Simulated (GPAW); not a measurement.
# How NaI absorbs and reflects light

Wanted: where NaI starts to absorb, how strongly, and its refractive index.

Main program and level: GPAW 26.7.0; DFT, PBE, plane-wave PAW (GPAW data sets), scalar-relativistic, RPA, optical limit.

## Step 1: Set-up

It takes space group Fm-3m (No. 225, cubic). The conventional cell has a = 6.473 Å, b = 6.473 Å, c = 6.473 Å, α = 90.00°, β = 90.00°, γ = 90.00°. I has 6 Na at 3.24 Å nearest. Na has 6 I at 3.24 Å nearest. Farther neighbours and most contacts between anions are not listed.

## Step 2: Ground state

The self-consistent density comes first; it also tells whether there is a gap, which decides the occupations and the need for a Drude term.

This step: DFT, PBE, plane-wave PAW (GPAW data sets), scalar-relativistic, ground state (GPAW 26.7.0).

Input file gs.py:

```python
from ase import Atoms
from ase.dft.bandgap import bandgap
from gpaw import GPAW, PW, FermiDirac

atoms = Atoms(['I', 'Na'],
              cell=[[0.000000000000, 3.236400000000, 3.236400000000],
                    [3.236400000000, 0.000000000000, 3.236400000000],
                    [3.236400000000, 3.236400000000, 0.000000000000]],
              scaled_positions=[[0.500000000000, 0.500000000000, 0.500000000000],
                                [0.000000000000, 0.000000000000, 0.000000000000]],
              pbc=[True, True, True])
atoms.calc = GPAW(mode=PW(500), xc='PBE', kpts={'size': (6, 6, 6), 'gamma': True},
                  occupations=FermiDirac(0.05), maxiter=150, txt='gs.txt')
print('energy (eV)', atoms.get_potential_energy())
print('Fermi level (eV)', atoms.calc.get_fermi_level())
print('valence electrons', atoms.calc.get_number_of_electrons())
print('gap (eV)', bandgap(atoms.calc, output=None)[0])
print('direct gap (eV)', bandgap(atoms.calc, direct=True, output=None)[0])
atoms.calc.write('gs.gpw')
```

The run is started by

```
$ OMP_NUM_THREADS=1 python gs.py
```

Numbers of over 12 decimals in the logs are rounded to 6 here.

The program printed:

```text
__  _  _
 | _ |_)|_||  |
 |__||  | ||/\| - 26.7.0

Versions:
  Python: 3.12.14
  ASE:    3.29.0
  Numpy:  2.5.5
  Scipy:  1.18.1
  Libxc:  7.0.0

Input parameters:
  mode=PW(ecut=500.0),
  kpts=MonkhorstPack(size=(6, 6, 6), gamma=True),
  maxiter=150,
  occupations=Occupations(name='fermi-dirac', width=0.05, fixmagmom=False),
  xc=XC(name='PBE')

Diagonalizing LCAO Hamiltonian
Converting LCAO to pw mode

                 I

       Na

Atoms  # Å, Bohr magnetons
|   | symbol |        x |        y |        z |    initial magnetic moments |
| 0 |      I | 3.236400 | 3.236400 | 3.236400 | ( 0.0000,  0.0000,  0.0000) |
| 1 |     Na | 0.000000 | 0.000000 | 0.000000 | ( 0.0000,  0.0000,  0.0000) |

Unit cell  # Å
| periodic |        x |        y |        z |  lengths |    angles |
|      yes | 0.000000 | 3.236400 | 3.236400 | 4.576961 | 60.000000 |
|      yes | 3.236400 | 0.000000 | 3.236400 | 4.576961 | 60.000000 |
|      yes | 3.236400 | 3.236400 | 0.000000 | 4.576961 | 60.000000 |

Number of symmetries: 48
Symmetry operations  # r_c * U_cc + t_c -> r_c
|    | kind |            matrix            |
|  0 |  σ   |  1, 0, 0,  1, 0,-1,  1,-1, 0 |
|  1 |  C2  |  1, 0, 0,  1,-1, 0,  1, 0,-1 |
|  2 |  E   |  1, 0, 0,  0, 1, 0,  0, 0, 1 |
|  3 |  σ   |  1, 0, 0,  0, 0, 1,  0, 1, 0 |
|  4 |  C4  |  1, 0,-1,  1, 0, 0,  1,-1, 0 |
|  5 |  S6  |  1, 0,-1,  1,-1, 0,  1, 0, 0 |
|  6 |  σ   |  1, 0,-1,  0, 1,-1,  0, 0,-1 |
|  7 |  C3  |  1, 0,-1,  0, 0,-1,  0, 1,-1 |
|  8 |  S6  |  1,-1, 0,  1, 0, 0,  1, 0,-1 |
|  9 |  C4  |  1,-1, 0,  1, 0,-1,  1, 0, 0 |
| 10 |  C3  |  1,-1, 0,  0,-1, 1,  0,-1, 0 |
| 11 |  σ   |  1,-1, 0,  0,-1, 0,  0,-1, 1 |
| 12 |  σ   |  0, 1, 0,  1, 0, 0,  0, 0, 1 |
| 13 |  C4  |  0, 1, 0,  0, 1,-1, -1, 1, 0 |
| 14 |  C3  |  0, 1, 0,  0, 0, 1,  1, 0, 0 |
| 15 |  S6  |  0, 1, 0, -1, 1, 0,  0, 1,-1 |
| 16 |  C2  |  0, 1,-1,  1, 0,-1,  0, 0,-1 |
| 17 |  σ   |  0, 1,-1,  0, 1, 0, -1, 1, 0 |
| 18 |  S4  |  0, 1,-1,  0, 0,-1,  1, 0,-1 |
| 19 |  C4  |  0, 1,-1, -1, 1, 0,  0, 1, 0 |
| 20 |  C3  |  0, 0, 1,  1, 0, 0,  0, 1, 0 |
| 21 |  σ   |  0, 0, 1,  0, 1, 0,  1, 0, 0 |
| 22 |  S6  |  0, 0, 1,  0,-1, 1, -1, 0, 1 |
| 23 |  C4  |  0, 0, 1, -1, 0, 1,  0,-1, 1 |
| 24 |  S4  |  0, 0,-1,  1, 0,-1,  0, 1,-1 |
| 25 |  C3  |  0, 0,-1,  0, 1,-1,  1, 0,-1 |
| 26 |  C2  |  0, 0,-1,  0,-1, 0, -1, 0, 0 |
| 27 |  S6  |  0, 0,-1, -1, 0, 0,  0,-1, 0 |
| 28 |  S4  |  0,-1, 1,  1,-1, 0,  0,-1, 0 |
| 29 |  C4  |  0,-1, 1,  0, 0, 1, -1, 0, 1 |
| 30 |  C2  |  0,-1, 1,  0,-1, 0,  1,-1, 0 |
| 31 |  σ   |  0,-1, 1, -1, 0, 1,  0, 0, 1 |
| 32 |  C3  |  0,-1, 0,  1,-1, 0,  0,-1, 1 |
| 33 |  S6  |  0,-1, 0,  0, 0,-1, -1, 0, 0 |
| 34 |  S4  |  0,-1, 0,  0,-1, 1,  1,-1, 0 |
| 35 |  C2  |  0,-1, 0, -1, 0, 0,  0, 0,-1 |
| 36 |  C2  | -1, 1, 0,  0, 1, 0,  0, 1,-1 |
| 37 |  S6  | -1, 1, 0,  0, 1,-1,  0, 1, 0 |
| 38 |  S4  | -1, 1, 0, -1, 0, 1, -1, 0, 0 |
| 39 |  C3  | -1, 1, 0, -1, 0, 0, -1, 0, 1 |
| 40 |  S6  | -1, 0, 1,  0, 0, 1,  0,-1, 1 |
| 41 |  C2  | -1, 0, 1,  0,-1, 1,  0, 0, 1 |
| 42 |  C3  | -1, 0, 1, -1, 1, 0, -1, 0, 0 |
| 43 |  S4  | -1, 0, 1, -1, 0, 0, -1, 1, 0 |
| 44 |  C2  | -1, 0, 0,  0, 0,-1,  0,-1, 0 |
| 45 |  i   | -1, 0, 0,  0,-1, 0,  0, 0,-1 |
| 46 |  σ   | -1, 0, 0, -1, 1, 0, -1, 0, 1 |
| 47 |  C2  | -1, 0, 0, -1, 0, 1, -1, 1, 0 |

BZ-sampling:
  Number of BZ points: 216
  Number of IBZ points: 16

  Monkhorst-Pack size: [6, 6, 6]
  Monkhorst-Pack shift: [0.083333, 0.083333, 0.083333]

K-points  # in reciprocal-cell coordinates
|     |                                coordinates |     weight |
|   0 | (  0.00000000,   0.00000000,   0.00000000) | 0.00462963 |
|   1 | (  0.16666667,   0.16666667,   0.00000000) | 0.02777778 |
|   2 | (  0.16666667,   0.16666667,   0.16666667) | 0.03703704 |
|   3 | (  0.33333333,   0.16666667,   0.16666667) | 0.05555556 |
|   4 | (  0.33333333,   0.33333333,  -0.33333333) | 0.05555556 |
|   5 | (  0.33333333,   0.33333333,   0.00000000) | 0.02777778 |
|   6 | (  0.33333333,   0.33333333,   0.16666667) | 0.11111111 |
|   7 | (  0.33333333,   0.33333333,   0.33333333) | 0.03703704 |
|   8 | (  0.50000000,   0.33333333,  -0.33333333) | 0.11111111 |
|   9 | (  0.50000000,   0.33333333,  -0.16666667) | 0.05555556 |
| ... |                                            |            |
|  15 | (  0.50000000,   0.50000000,   0.50000000) | 0.01851852 |

Plane wave coefficients: 1759
Cutoff: 500.0 eV

Spin-components: 1 (collinear spins)
Bands:           11
Projectors:      10
Spin-degeneracy: 2
Datatype:        complex128

Parallelization:
  kpt:    1
  domain: 1
  band:   1

Density:
  Valence electrons: 14.0
  Components: 1
  Grid points: [24 24 24]
  Charge: 0.0  # |e|

Potential:
  Grid points: [24 24 24]

species:
  I:
    name:    Iodine
    id:
    Z:       53.0
    valence: 7
    core:    46
    charge:  0.0  # [|e|]
    compensation charges:
      type: gauss
      rc: 0.37  # [Å]
      lmax: 2
    cutoffs:
      filter: 2.06  # [Å]
      core: 2.90  # [Å]
    projectors
    | kind |    occ | energy [eV] | rcut [Å] |
    |   5s |  2.000 |     -17.382 |    1.164 |
    |   5p |  5.000 |      -7.088 |    1.164 |
    |    s |        |       9.829 |    1.164 |
    |    p |        |      20.123 |    1.164 |
    |    d |        |       0.000 |    1.164 |

    Using partial waves for I as LCAO basis

  Na:
    name:    Sodium
    id:
    Z:       11.0
    valence: 7
    core:    4
    charge:  0.0  # [|e|]
    compensation charges:
      type: gauss
      rc: 0.37  # [Å]
      lmax: 2
    cutoffs:
      filter: 2.17  # [Å]
      core: 2.59  # [Å]
    projectors
    | kind |    occ | energy [eV] | rcut [Å] |
    |   3s |  1.000 |      -2.744 |    1.201 |
    |   2p |  6.000 |     -28.672 |    1.217 |
    |   3p |  0.000 |      -0.743 |    1.217 |
    |    s |        |      24.468 |    1.201 |
    |    d |        |       0.000 |    1.238 |

    Using partial waves for Na as LCAO basis

Reference energy: -197959.406164  # eV

eigensolver:
  PPCG
  Converge bands: occupied
  niter=2

density mixing:
  MSR1-Mixer
  Pratt-step length: 0.05
  Maximum mixing coefficient: 0.75
  Old densities: 10
  SVD Regularization: 0.005
  Good broyden scale: 1.0
  Trust region scale: 1.0
  Backstep threshold: 4.0
  History deletion threshold: 6.0
  Fourier metric: weight=20.0, sigma=0.015

occupation numbers:
  Fermi-Dirac:
    width: 0.0500  # eV

poisson solver:
  ecut: 4000.0  # eV

xc functional:
  name: PBE with 2 nearest neighbor stencil

convergence criteria:
- Maximum [total energy] change in last 3 cyles: 0.0005 eV / valence electron
- Maximum integral of absolute [dens]ity change: 0.0001 electrons / valence electron
- Maximum integral of absolute [eigenst]ate change: 4e-08 eV^2 / valence electron
maximum number of iterations: 150

SCF iterations
|iter     |      energy | eigst |  dens |
|iter:   1||   -5.392861 | -1.01 |       |
|iter:   2||   -5.390146 | -3.12 | -1.42 |
|iter:   3||   -5.383043 | -2.70 | -1.44 |
|iter:   4||   -5.385835 | -3.74 | -2.01 |
|iter:   5||   -5.386183c| -4.78 | -2.62 |
|iter:   6||   -5.386203c| -5.93 | -3.33 |
|iter:   7||   -5.386203c| -7.36 | -4.29c|
|iter:   8||   -5.386203c| -7.80c| -4.97c|

Converged in 8 steps
SCF loop duration: 3.651 s (0.456 s/step)
Energy contributions relative to reference atoms: (reference = -197959.406164)

Energy contributions:
  Kinetic:           9.135037
  Coulomb:          -9.027635
  Zero:             -0.046901
  External:          0.000000
  Xc:               -5.446704
  Entropy:          -0.000000
  Spinorbit:         0.000000
  ----------------------------
  Free energy:      -5.386203
  Extrapolated:     -5.386203

dipole moment: (-6.042650, -6.042650, -6.042650)  # |e|*Ang

Fermi level: 2.345
Eigenvalues  # (at kpt = [0.000, 0.000, 0.000])
| band index |      eig [eV] | occ [0-2] |
|          0 |       -21.739 |     2.000 |
|          1 |       -21.739 |     2.000 |
|          2 |       -21.739 |     2.000 |
|          3 |       -10.284 |     2.000 |
|          4 |         0.708 |     2.000 |
|          5 |         0.708 |     2.000 |
|          6 |         0.708 |     2.000 |
|          7 |         4.366 |     0.000 |
|          8 |        11.309 |     0.000 |
|          9 |        12.404 |     0.000 |
|         10 |        12.404 |     0.000 |

Gap: 3.658 eV
Transition (v -> c):
  (s=0, k=0, n=6, [0.00, 0.00, 0.00]) -> (s=0, k=0, n=7, [0.00, 0.00, 0.00])
No difference between direct/indirect transitions

--- standard output ---
energy (eV) -5.386203
Fermi level (eV) 2.344838
valence electrons 14.0
gap (eV) 3.658056
direct gap (eV) 3.658056
```

Run time: 4.8 s. Hardware: 1 thread of Arm Neoverse V2, shared host; peak memory 0.14 GiB.

Read-outs, printed or worked out from the files:

```
energy                 : -5.386 eV
Fermi energy           : 2.345 eV
gap on the k-mesh      : 3.658 eV
direct gap on the mesh : 3.658 eV
electrons              : 14
```

There is a gap, 3.66 eV on this mesh (points off the mesh can give less), so no carriers' term is needed.

## Step 3: Bands for the response

At the fixed density, many empty bands are solved on the mesh of the response, since the spectrum sums over them.

This step: DFT, PBE, plane-wave PAW (GPAW data sets), scalar-relativistic, bands at fixed density (GPAW 26.7.0).

Input file nscf.py:

```python
from ase.dft.bandgap import bandgap
from gpaw import GPAW, FermiDirac

calc = GPAW('gs.gpw').fixed_density(kpts={'size': (9, 9, 9), 'gamma': True}, nbands=45, convergence={'bands': 39},
                                    occupations=FermiDirac(0.001), txt='nscf.txt')
print('gap (eV)', bandgap(calc, output=None)[0])
print('direct gap (eV)', bandgap(calc, direct=True, output=None)[0])
print('top band over the Fermi level (eV)', min(calc.get_eigenvalues(kpt=k)[38] for k in range(len(calc.get_ibz_k_points()))) - calc.get_fermi_level())
calc.write('full.gpw', mode='all')
```

The run is started by

```
$ OMP_NUM_THREADS=1 python nscf.py
```

The program printed:

```text
Diagonalizing LCAO Hamiltonian
Converting LCAO to pw mode
convergence criteria:
- Maximum integral of absolute [eigenst]ate change: 4e-08 eV^2 / valence electron
maximum number of iterations: 150

SCF iterations
|iter     |      energy | eigst |  dens |
|iter:   1||             | +3.77 |       |
|iter:   2||             | +2.35 |       |
|iter:   3||             | +1.30 |       |
|iter:   4||             | +0.24 |       |
|iter:   5||             | -0.79 |       |
|iter:   6||             | -1.70 |       |
|iter:   7||             | -2.57 |       |
|iter:   8||             | -3.29 |       |
|iter:   9||             | -3.90 |       |
|iter:  10||             | -4.54 |       |
|iter:  11||             | -5.30 |       |
|iter:  12||             | -5.90 |       |
|iter:  13||             | -6.49 |       |
|iter:  14||             | -7.10 |       |
|iter:  15||             | -7.63c|       |
SCF steps: 15
  __  _  _
 | _ |_)|_||  |
 |__||  | ||/\| - 26.7.0

Versions:
  Python: 3.12.14
  ASE:    3.29.0
  Numpy:  2.5.5
  Scipy:  1.18.1
  Libxc:  7.0.0

Input parameters:
  mode=PW(ecut=500.0),
  convergence={'bands': 39},
  gpts=array([24, 24, 24]),
  kpts=MonkhorstPack(size=(9, 9, 9), gamma=True),
  maxiter=150,
  nbands=45,
  occupations=Occupations(name='fermi-dirac', width=0.001, fixmagmom=False),
  parallel={},
  xc=XC(name='PBE')

--- standard output ---
gap (eV) 3.658056
direct gap (eV) 3.658056
top band over the Fermi level (eV) 30.035716
```

Elapsed: 54 s, on 1 thread; peak memory 0.2 GiB.

(Continued in part 2 of 2.)

[Machine, clock and banner lines and Python warnings are left out of the logs.]

[Logs are printed without paths, hosts, clocks, repeated set-up lines and the standing remarks that a program may print on its own settings, such as how far it seeks lower states.]

[Hosts, paths, dates, database ids (printed as entryN), source tags and the programs' standing remarks are cut or masked in the printed files.]
